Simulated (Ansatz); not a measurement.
## AlP (F-43m): phonons and vibrational spectra

Task: relax AlP (F-43m), then find its harmonic phonons.

Program: Ansatz 0.2.0. Level of theory: DFT PBE, scalar-relativistic, plane waves, PAW; PAW set soft_1. Results are calculated unless marked as measured.

The database entry behind the starting cell differs from later determinations by our own check (0.1 to 0.3 % short, probably kX units), so it need not match the best structure at ambient conditions.

### Step 1. The starting structure

The structure is cubic, space group F-43m (No. 216). The conventional cell has a = 5.451 Å, b = 5.451 Å, c = 5.451 Å, α = 90.00°, β = 90.00°, γ = 90.00°. Nearest to Al lie 4 P at 2.36 Å. Nearest to P lie 4 Al at 2.36 Å. Farther neighbours are not listed.

As a file:

```cif
data_structure
_symmetry_space_group_name_H-M 'F-43m'
_symmetry_Int_Tables_number 216
_cell_length_a 5.4510
_cell_length_b 5.4510
_cell_length_c 5.4510
_cell_angle_alpha 90.000
_cell_angle_beta 90.000
_cell_angle_gamma 90.000
_cell_volume 161.97
loop_
_atom_site_label
_atom_site_type_symbol
_atom_site_symmetry_multiplicity
_atom_site_Wyckoff_symbol
_atom_site_fract_x
_atom_site_fract_y
_atom_site_fract_z
_atom_site_occupancy
Al1 Al 4 a 0.00000 0.00000 0.00000 1
P1 P 4 d 0.25000 0.25000 0.75000 1
```

### Step 2. Bringing the structure to rest

Harmonic phonons are second derivatives at a point where the forces vanish, and they are wanted at zero stress, so atoms and cell are relaxed first.

input.yaml

```yaml
crystal:
  lattice:
    - [0.0, 2.7255, 2.7255]
    - [2.7255, 0.0, 2.7255]
    - [2.7255, 2.7255, 0.0]
  atoms:
    - { symbol: Al, position: [0.0, 0.0, 0.0] }
    - { symbol: P, position: [0.25, 0.25, 0.25] }
kpoints:
  mp_grid: { grid: [8, 8, 8] }
hamiltonian:
  xc: pbe
  pseudopotentials: { kind: paw, azcp: { folder: soft_1 } }
scf:
  occupations: { method: gaussian, width: 0.02 }
output:
  forces: true
  stress: true
  eigenvalues: true
relax:
  adjacent_minimum: "off"
  f_tol: 0.005
  max_steps: 80
  cell: { stress_tol: 0.05 }
```

Started as:

```bash
$ ansatz run input.yaml --threads 4 --pin off --max-ram 10240MiB --backend cpu --events-out ev --progress --plain --runs-dir out
```

Numbers of over 12 decimals in the logs are rounded to 6 here.

The log of the run:

```text
Engine: ansatz 0.2.0, aarch64-unknown-linux-gnu
Pseudopotentials: kind: paw
Pseudopotential: Al, paw, valence charge 3, recommended cutoff 420 eV (normal), soft_1/Al.paw.azcp
Pseudopotential: P, paw, valence charge 5, recommended cutoff 420 eV (normal), soft_1/P.paw.azcp
Functional definition: PBE
  parameter kappa = 0.804
  parameter beta = 0.066725
  exchange = pbe_x(kappa = kappa, mu = beta*pi^2/3)
  correlation = pbe_c(beta = beta)
Crystal: 2 atoms, lattice volume = 40.492 Å³
Basis set: ecut = 420 eV, 749 PW (Γ), exchange–correlation on 54×54×54 points (8 copies of the dense FFT grid, shifted against one another)
Bands: 8, of which v1, the nominal top of the filled ones, is band 4 counted from 1 (3 counted from 0)
Symmetry: 24 space group operations
Space group: F-43m (ITA 216), of the structure as read, at distance tolerance 3.4e-5 Å
k-points: 29 of 512 (time reversal used)
Non-local potential: Al, projectors of the file, l = 0: 2, l = 1: 2, l = 2: 1
Non-local potential: P, projectors of the file, l = 0: 2, l = 1: 2, l = 2: 1
PAW form: soft (Blöchl's): semilocal exchange-correlation on the pseudo side does not see the compensation charge
PAW one-centre angular grid: Al, 110 points (default); XC on 64 Gauss nodes
PAW one-centre angular grid: P, 110 points (default); XC on 64 Gauss nodes
Initial density: superposition of atomic densities (chi_scale 0.1, normalization cell, long waves kept (reshape's long-wave potential 0.00 eV rms))
Initial wavefunctions: pseudopotential atomic-orbital guess
Functional: x = pbe(κ = 0.804, μ = 0.219515), c = pbe(β = 0.066725)
SCF iter   1: F=—  HF=-1294.714191 eV  |F-HF|=—  |Δ(HF+E_count)|=         —  Δρ=4.50e-2  dr2=1.06e0  ethr=3.10e-3  ⟨swp⟩=6.5  Hψ=2297  notcnv=0
preconditioner: auto → none  [insulator: Δε(μ)=2.145 eV  Ē_g=10.246 eV  σ=0.020 eV  W_gap=1.00  n_scr=8 (ndim 8)  ℏωp=16.5 eV  f_vac=0.000  D(μ)=0.00/eV (n_scr^D=0)  ε∞_Penn≈3.6]
SCF iter   2: F=—  HF=-1294.450530 eV  |F-HF|=—  |Δ(HF+E_count)|=   2.64e-1  Δρ=1.90e-2  dr2=1.02e-1  ethr=3.10e-3  ⟨swp⟩=3.3  Hψ=738  notcnv=0
SCF iter   3: F=—  HF=-1294.435612 eV  |F-HF|=—  |Δ(HF+E_count)|=   1.49e-2  Δρ=6.34e-3  dr2=1.30e-2  ethr=1.28e-3  ⟨swp⟩=2.0  Hψ=327  notcnv=0
SCF iter   4: F=—  HF=-1294.434386 eV  |F-HF|=—  |Δ(HF+E_count)|=   1.23e-3  Δρ=5.01e-4  dr2=8.80e-5  ethr=1.62e-4  ⟨swp⟩=3.0  Hψ=421  notcnv=0
SCF iter   5: F=—  HF=-1294.434445 eV  |F-HF|=—  |Δ(HF+E_count)|=   5.87e-5  Δρ=6.22e-5  dr2=1.21e-6  ethr=1.10e-6  ⟨swp⟩=2.2  Hψ=340  notcnv=0
SCF iter   6: F=-1294.434446 eV  HF=-1294.434446 eV  |F-HF|=1.27e-8  |Δ(HF+E_count)|=   1.02e-6  Δρ=1.49e-5  dr2=5.23e-8  ethr=1.25e-9  ⟨swp⟩=7.9  Hψ=1534  notcnv=0
SCF 1 converged in 6 iterations: F = -1294.434446 eV  dr2 = 5.23e-8
  greatest PAW one-centre occupation: 0.774 electrons in one spin orbital (limit 2), on the P atom at site 1 (counted from 0), in its partial waves of l = 0
relax step   1: F+E_penalty+E_count = -1294.43444575 eV  Δ(F+E_penalty+E_count) = +0.000e0 eV  max|allowed force component| = 1.527e-16 eV/Å  Δτ_max = 0.0000 Å  P = +2.722 GPa  Ω = 40.492 Å³  (6 SCF iters, dr2 threshold 1.00e-7 eV, accepted)
Crystal: 2 atoms, lattice volume = 41.419 Å³
Basis set: ecut = 420 eV, 869 PW (Γ), exchange–correlation on 54×54×54 points (8 copies of the dense FFT grid, shifted against one another)
Initial density: handed on by an earlier stage of this run
Initial wavefunctions: those handed on with the density
iter 1 solved again at ethr=1.30e-5 eV; its pass at ethr=3.10e-3 eV (dr2=1.04e-3 eV) is discarded
SCF iter   1: F=—  HF=-1294.444411 eV  |F-HF|=—  |Δ(HF+E_count)|=         —  Δρ=1.23e-3  dr2=1.03e-3  ethr=1.30e-5  ⟨swp⟩=2.4  Hψ=2358  notcnv=0
preconditioner: auto → none  [insulator: Δε(μ)=1.602 eV  Ē_g=9.886 eV  σ=0.020 eV  W_gap=1.00  n_scr=8 (ndim 8)  ℏωp=16.3 eV  f_vac=0.000  D(μ)=0.00/eV (n_scr^D=0)  ε∞_Penn≈3.7]
SCF iter   2: F=—  HF=-1294.444112 eV  |F-HF|=—  |Δ(HF+E_count)|=   2.99e-4  Δρ=4.51e-4  dr2=9.49e-5  ethr=1.29e-5  ⟨swp⟩=2.1  Hψ=348  notcnv=0
SCF iter   3: F=—  HF=-1294.444113 eV  |F-HF|=—  |Δ(HF+E_count)|=   8.68e-7  Δρ=1.21e-4  dr2=8.36e-6  ethr=1.19e-6  ⟨swp⟩=2.0  Hψ=321  notcnv=0
SCF iter   4: F=—  HF=-1294.444113 eV  |F-HF|=—  |Δ(HF+E_count)|=   2.06e-7  Δρ=2.68e-5  dr2=2.18e-7  ethr=1.04e-7  ⟨swp⟩=2.4  Hψ=352  notcnv=0
SCF iter   5: F=-1294.444114 eV  HF=-1294.444114 eV  |F-HF|=2.52e-9  |Δ(HF+E_count)|=   2.27e-7  Δρ=1.98e-6  dr2=1.31e-9  ethr=2.50e-9  ⟨swp⟩=7.0  Hψ=1377  notcnv=0
SCF 2 converged in 5 iterations: F = -1294.444114 eV  dr2 = 1.31e-9
  greatest PAW one-centre occupation: 0.773 electrons in one spin orbital (limit 2), on the P atom at site 1 (counted from 0), in its partial waves of l = 0
relax step   2: F+E_penalty+E_count = -1294.44411351 eV  Δ(F+E_penalty+E_count) = -9.668e-3 eV  max|allowed force component| = 7.170e-17 eV/Å  Δτ_max = 0.0000 Å  P = +0.688 GPa  Ω = 41.419 Å³  energy of the carried Pulay correction = -8.072e-5 eV  (5 SCF iters, dr2 threshold 2.00e-7 eV, accepted)
Crystal: 2 atoms, lattice volume = 41.742 Å³
iter 1 solved again at ethr=1.49e-6 eV; its pass at ethr=3.10e-3 eV (dr2=1.19e-4 eV) is discarded
SCF iter   1: F=—  HF=-1294.444823 eV  |F-HF|=—  |Δ(HF+E_count)|=         —  Δρ=4.13e-4  dr2=1.19e-4  ethr=1.49e-6  ⟨swp⟩=2.3  Hψ=2236  notcnv=0
preconditioner: auto → none  [insulator: Δε(μ)=1.626 eV  Ē_g=9.853 eV  σ=0.020 eV  W_gap=1.00  n_scr=8 (ndim 8)  ℏωp=16.3 eV  f_vac=0.000  D(μ)=0.00/eV (n_scr^D=0)  ε∞_Penn≈3.7]
SCF iter   2: F=—  HF=-1294.444810 eV  |F-HF|=—  |Δ(HF+E_count)|=   1.30e-5  Δρ=1.52e-4  dr2=1.10e-5  ethr=1.49e-6  ⟨swp⟩=2.1  Hψ=347  notcnv=0
SCF iter   3: F=—  HF=-1294.444808 eV  |F-HF|=—  |Δ(HF+E_count)|=   2.07e-6  Δρ=4.19e-5  dr2=1.01e-6  ethr=1.37e-7  ⟨swp⟩=2.0  Hψ=320  notcnv=0
SCF iter   4: F=-1294.444808 eV  HF=-1294.444808 eV  |F-HF|=2.35e-8  |Δ(HF+E_count)|=   4.74e-8  Δρ=9.28e-6  dr2=2.64e-8  ethr=2.50e-9  ⟨swp⟩=6.8  Hψ=1377  notcnv=0
SCF 3 converged in 4 iterations: F = -1294.444808 eV  dr2 = 2.64e-8
relax step   3: F+E_penalty+E_count = -1294.44480769 eV  Δ(F+E_penalty+E_count) = -6.942e-4 eV  max|allowed force component| = 7.517e-17 eV/Å  Δτ_max = 0.0000 Å  P = +0.032 GPa  Ω = 41.742 Å³  energy of the carried Pulay correction = -1.085e-4 eV  (4 SCF iters, dr2 threshold 2.00e-7 eV, accepted)
Initial wavefunctions: pseudopotential atomic-orbital guess (no wavefunctions were taken with the density)
iter 1 solved again at ethr=4.63e-7 eV; its pass at ethr=3.10e-3 eV (dr2=3.70e-5 eV) is discarded
SCF iter   1: F=—  HF=-1294.444913 eV  |F-HF|=—  |Δ(HF+E_count)|=         —  Δρ=1.55e-5  dr2=3.60e-8  ethr=4.63e-7  ⟨swp⟩=3.4  Hψ=3066  notcnv=0
eigensolver tolerance schedule: the retry pair's looser diagonalisation over-reported the residual by 1026.34 of it (diagonalisation noise at 0.18 of the residual, at the tolerance the schedule requests for it); recorded, not acted on — ethr = c·dr2/N_el stays at c = 1.0e-1
preconditioner: auto → none  [insulator: Δε(μ)=1.631 eV  Ē_g=9.855 eV  σ=0.020 eV  W_gap=1.00  n_scr=8 (ndim 8)  ℏωp=16.3 eV  f_vac=0.000  D(μ)=0.00/eV (n_scr^D=0)  ε∞_Penn≈3.7]
SCF iter   2: F=—  HF=-1294.444935 eV  |F-HF|=—  |Δ(HF+E_count)|=   2.23e-5  Δρ=8.21e-6  dr2=9.12e-9  ethr=4.51e-10  ⟨swp⟩=2.8  Hψ=397  notcnv=0
SCF iter   3: F=—  HF=-1294.444935 eV  |F-HF|=—  |Δ(HF+E_count)|=   7.14e-8  Δρ=1.31e-6  dr2=1.25e-9  ethr=1.14e-10  ⟨swp⟩=2.0  Hψ=341  notcnv=0
SCF iter   4: F=—  HF=-1294.444935 eV  |F-HF|=—  |Δ(HF+E_count)|=  1.75e-10  Δρ=3.25e-7  dr2=4.51e-11  ethr=1.56e-11  ⟨swp⟩=2.4  Hψ=334  notcnv=0
SCF iter   5: F=-1294.444935 eV  HF=-1294.444935 eV  |F-HF|=2.50e-12  |Δ(HF+E_count)|=  2.57e-11  Δρ=6.41e-8  dr2=1.06e-12  ethr=1.00e-12  ⟨swp⟩=7.1  Hψ=1296  notcnv=0
SCF 4 converged in 5 iterations: F = -1294.444935 eV  dr2 = 1.06e-12
relax step   4: F+E_penalty+E_count = -1294.44493499 eV  Δ(F+E_penalty+E_count) = -1.273e-4 eV  max|allowed force component| = 6.361e-17 eV/Å  Δτ_max = 0.0000 Å  P = +0.038 GPa  Ω = 41.742 Å³  stress off target by 3.76e-2 GPa  SCF on the basis re-selected at this cell (its energy is not comparable with the rows above)  (5 SCF iters)
basis re-selected at this cell: Δ(F+E_penalty+E_count) = -1.273e-4 eV, ΔP = +0.006 GPa vs the last step (what re-selecting the basis moved, of the pressure what is left beyond the Pulay correction that the steps carried, after the strain that the cell walked since its last selection, with what the two solves' SCF thresholds leave and, on support functions, any second-order correction that the steps lacked; it is no m [...]
SCF converged after 5 iterations
Free energy (F): -1294.444935 eV
Harris-Foulkes:  -1294.444935 eV  (|F-HF|=2.50e-12)
Internal energy: -1294.444935 eV  (E = F + TS)
E sigma→0 (E₀):  -1294.444935 eV
Fermi energy:    5.606193 eV
--- Per-component energies (eV) ---
  E_band       = 3.294640
  E_kinetic    = 91.419732
  E_local      = -80.273958  (includes V_loc(G=0)·N_el)
  E_nonlocal   = 42.420859
  E_hartree    = 25.553965
  E_xc         = -110.616964
  E_vxc        = -90.161556  (∫ρ·V_xc dr)
  E_paw        = -1027.671054  (= ΣΔE_a)
  E_vpaw       = -11.218371  (= ΣTr[D̂ρ^β])
  E_aug_tail   = -0.000002  (compensation charges beyond the density's cutoff)
  E_ewald      = -235.277513
  E_smearing   = -0.000000  (= −TS)
  E_closure    = 0.000000  (closes the sum)
  Σ components = -1294.444935   (vs F -1294.444935, Δ=0.00e0)
--- Forces (eV/Å), atoms counted from 1 ---
  atom   1  Al     0.00000000    -0.00000000    -0.00000000
  atom   2  P      0.00000000     0.00000000     0.00000000
  max |Σ_I F_I| component: 6.48e-17 eV/Å
--- Stress (GPa, compression-positive) ---
        0.037601       0.000000       0.000000
        0.000000       0.037601       0.000000
       -0.000000       0.000000       0.037601
  P = ⅓ Tr σ = 0.0376 GPa (0.376 kbar)
--- Band table (eV; the first three rows and the last of 29) ---
  k-point 0: bands = ["-6.5630", "4.7909", "4.7909", "4.7909", "7.8827", "9.3185", "9.3185", "9.3185"]
  k-point 1: bands = ["-6.3958", "3.5774", "4.6469", "4.6469", "8.3555", "9.5941", "9.5941", "9.7823"]
  k-point 2: bands = ["-5.9264", "1.6663", "4.3596", "4.3596", "8.0190", "9.9014", "9.9014", "11.5640"]
  k-point 28: bands = ["-4.2661", "-0.0580", "1.7185", "2.0667", "9.1071", "10.6056", "10.9127", "11.0834"]
--- Relaxed structure (3 steps of the walk, 3 accepted, 1 SCFs on fresh bases) ---
  F+E_penalty+E_count = -1294.44493499 eV   max|allowed force component| = 6.361e-17 eV/Å   (the final SCF, on the basis selected at the relaxed cell)
  cell:  # Å, volume = 41.7419 Å³
    - [0, 2.753260, 2.753260]
    - [2.753260, 0, 2.753260]
    - [2.753260, 2.753260, 0]
  atoms:
    - { symbol: Al, position: [0, 0, 0] }
    - { symbol: P, position: [0.25, 0.25, 0.25] }
```

Elapsed: 1.4 s, on 4 threads of Arm Neoverse V2, shared host; peak memory 0.29 GiB; 4.7 s of CPU time.

Step by step:

```
step  energy less that of the first step (eV)  largest force component (eV/Å)  pressure (GPa)  volume (Å³)
   1                                   0.0000                          0.0000            2.72        40.49
   2                                  -0.0097                          0.0000            0.69        41.42
   3                                  -0.0104                          0.0000            0.03        41.74
  4*                                  -0.0105                          0.0000            0.04        41.74
```

Relaxation steps marked * repeat the geometry before them on a plane-wave basis chosen anew for their cell, so energy and pressure can jump there.

Forces are held to the 24 operations that the run works with; a distortion that breaks them can't arise in this run.

```csv
"conventional cell, symmetrised",before,after,change
a (Å),5.451,5.507,+1.0 %
b (Å),5.451,5.507,+1.0 %
c (Å),5.451,5.507,+1.0 %
volume (Å³/atom),20.25,20.87,+3.1 %
```

The relaxed structure:

```cif
data_structure
_symmetry_space_group_name_H-M 'P 1'
_symmetry_Int_Tables_number 1
_cell_length_a 3.8937
_cell_length_b 3.8937
_cell_length_c 3.8937
_cell_angle_alpha 60.000
_cell_angle_beta 60.000
_cell_angle_gamma 60.000
_cell_volume 41.74
loop_
_atom_site_label
_atom_site_type_symbol
_atom_site_fract_x
_atom_site_fract_y
_atom_site_fract_z
_atom_site_occupancy
Al1 Al 0.00000 0.00000 0.00000 1
P2 P 0.25000 0.25000 0.25000 1
```

This step gave:

* pressure: 0.03760 GPa
* gap on the k-mesh: 1.631 eV
* volume per atom: 20.87 Å³
* direct gap on mesh: 3.092 eV

In this step the volume went from 20.25 to 20.87 Å³/atom.

### Step 3. Tight relaxation, k-mesh 8×8×8

Phonons need a cell at rest on their own settings, so the relaxation is repeated with tight tolerances on forces and stress on the k mesh and occupations of the first response run.

input.yaml

```yaml
crystal:
  lattice:
    - [0.0, 2.7532603829, 2.7532603829]
    - [2.7532603829, 0.0, 2.7532603829]
    - [2.7532603829, 2.7532603829, 0.0]
  atoms:
    - { symbol: Al, position: [0.0, 0.0, 0.0] }
    - { symbol: P, position: [0.25, 0.25, 0.25] }
kpoints:
  mp_grid: { grid: [8, 8, 8] }
hamiltonian:
  xc: pbe
  pseudopotentials: { kind: paw, azcp: { folder: soft_1 } }
scf:
  occupations: { method: fixed }
output:
  forces: true
  stress: true
  eigenvalues: true
  write_density: true
  write_potential: true
  elf: true
  volumetric_format: npy
relax:
  adjacent_minimum: "off"
  f_tol: 0.001
  max_steps: 60
  cell: { stress_tol: 0.01 }
```

The log of the run:

```text
[...]
Crystal: 2 atoms, lattice volume = 41.742 Å³
Basis set: ecut = 420 eV, 869 PW (Γ), exchange–correlation on 54×54×54 points (8 copies of the dense FFT grid, shifted against one another)
Bands: 8, of which v1, the nominal top of the filled ones, is band 4 counted from 1 (3 counted from 0)
Symmetry: 24 space group operations
[...]
k-points: 29 of 512 (time reversal used)
[...]
-0.000000       0.000000       0.008906
  P = ⅓ Tr σ = 0.0089 GPa (0.089 kbar)
--- Band table (eV; the first three rows and the last of 29) ---
[...]
--- Relaxed structure (2 steps of the walk, 2 accepted, 1 SCFs on fresh bases) ---
[...]
cell:  # Å, volume = 41.7563 Å³
    - [0, 2.753579, 2.753579]
    - [2.753579, 0, 2.753579]
    - [2.753579, 2.753579, 0]
  atoms:
    - { symbol: Al, position: [0, 0, 0] }
    - { symbol: P, position: [0.25, 0.25, 0.25] }
[key lines of the parts left out:]
SCF converged after 5 iterations
Free energy (F): -1294.444941 eV
Fermi energy:    4.787687 eV
```

Elapsed: 1.1 s, on 4 threads; peak memory 0.3 GiB; 3.6 s of CPU time.

Little changed from the start: no atom moved by 0.005 Å and no cell edge by 0.1 %.

This step gave:

| Item | Value |
| --- | --- |
| pressure | 0.008906 GPa |
| volume per atom | 20.88 Å³ |
| direct gap on mesh | 3.089 eV |

Valence density in the ac plane of a cell with a along [110], b along [-110] and c along [001] of the cube at fractional y = 0.000, with atoms of Al and P within 0.2 Å of it. It is the smooth field of the valence electrons, not physical close to the nuclei.

Ten even steps from '0' (0.02 e/Å³) to '9' (0.76 e/Å³), each cell a mean:
```
0134444442001344444420
1357888864213578888642
2359957974223599579742
1248613863112486138631
0136756741001367567410
0014687521000146875210
0001344210000013442100
0000111100000001111000
0000000000000000000000
0000000000000000000000
0000000000000000000000
1100000001111000000011
1110000001111100000011
1111000011111110000111
0012111221000121112210
```
Columns run along a (7.8 Å), rows up along c (5.5 Å), edges of the conventional cell, whose origin can differ from the input's. Atoms in or near the plane, at fractional coordinates: Al at (0.50, 0.00), Al at (0.00, 0.00), P at (0.75, 0.75), P at (0.25, 0.75).

ELF in the ac plane of a cell with a along [110], b along [-110] and c along [001] of the cube at fractional y = 0.000, with atoms of Al and P within 0.2 Å of it. It is the smooth field of the valence electrons, not physical close to the nuclei.

Ten even steps from '0' (0.01) to '9' (0.93), each cell a mean:
```
0289888995102898889951
1799978999317999789993
4799724999547997249995
3688301687436883016874
1367422675213674226752
0147777763001477777630
0025787631000257876310
0002455310000024553100
0000121000000001210000
0000000000000000000000
1100000001111000000011
3210000012332100000123
3221000012232210000122
0122222221001222222210
3036655651030366556510
```
Columns run along a (7.8 Å), rows up along c (5.5 Å), edges of the conventional cell, whose origin can differ from the input's. Atoms in or near the plane, at fractional coordinates: Al at (0.50, 0.00), Al at (0.00, 0.00), P at (0.75, 0.75), P at (0.25, 0.75).

Electrostatic potential energy in the ac plane of a cell with a along [110], b along [-110] and c along [001] of the cube at fractional y = 0.000, with atoms of Al and P within 0.2 Å of it. With pseudopotentials it is smooth inside the atoms' cores, unlike the true potential.

Ten even steps from '_' (-42 eV) to '@' (10 eV), each cell a mean:
```
@@##**%%%%%%%%%%##**%%@@##**%%%%%%%%%%##**%%
****##%%**==++##%%********##%%**==++##%%****
##%%%%**..____==%%%%####%%%%**..____==%%%%##
@@@@%%++______::##@@@@@@@@%%++______::##@@@@
@@@@@@**..____--%%@@@@@@@@@@**..____--%%@@@@
@@@@@@%%**====##@@@@@@@@@@@@%%**====##@@@@@@
@@@@@@@@%%%%%%@@@@@@@@@@@@@@@@%%%%%%@@@@@@@@
@@@@@@@@@@@@@@@@@@@@@@@@@@@@@@@@@@@@@@@@@@@@
@@@@@@@@@@@@@@@@@@@@@@@@@@@@@@@@@@@@@@@@@@@@
@@@@@@@@@@@@@@@@@@@@@@@@@@@@@@@@@@@@@@@@@@@@
@@@@@@@@@@@@@@@@@@@@@@@@@@@@@@@@@@@@@@@@@@@@
%%@@@@@@@@@@@@@@@@@@%%%%@@@@@@@@@@@@@@@@@@%%
**##%%@@@@@@@@@@%%##****##%%@@@@@@@@@@%%##**
##**##%%@@@@@@@@%%**####**##%%@@@@@@@@%%**##
@@##**%%@@@@@@@@##**@@@@##**%%@@@@@@@@##**@@
```
Columns run along a (7.8 Å; values clipped at the 3rd and 97th percentile), rows up along c (5.5 Å), edges of the conventional cell, whose origin can differ from the input's. Atoms in or near the plane, at fractional coordinates: Al at (0.50, 0.00), Al at (0.00, 0.00), P at (0.75, 0.75), P at (0.25, 0.75).

The forces vanish by symmetry and the pressure is 0.009 GPa, within the tolerances set. The cell now holds 20.88 Å³/atom.

(Continued in part 2 of 4.)

[Logs are printed without paths, hosts, clocks, repeated set-up lines and the standing remarks that a program may print on its own settings, such as how far it seeks lower states.]

[Hosts, paths, dates, database ids (printed as entryN), source tags and the programs' standing remarks are cut or masked in the printed files.]
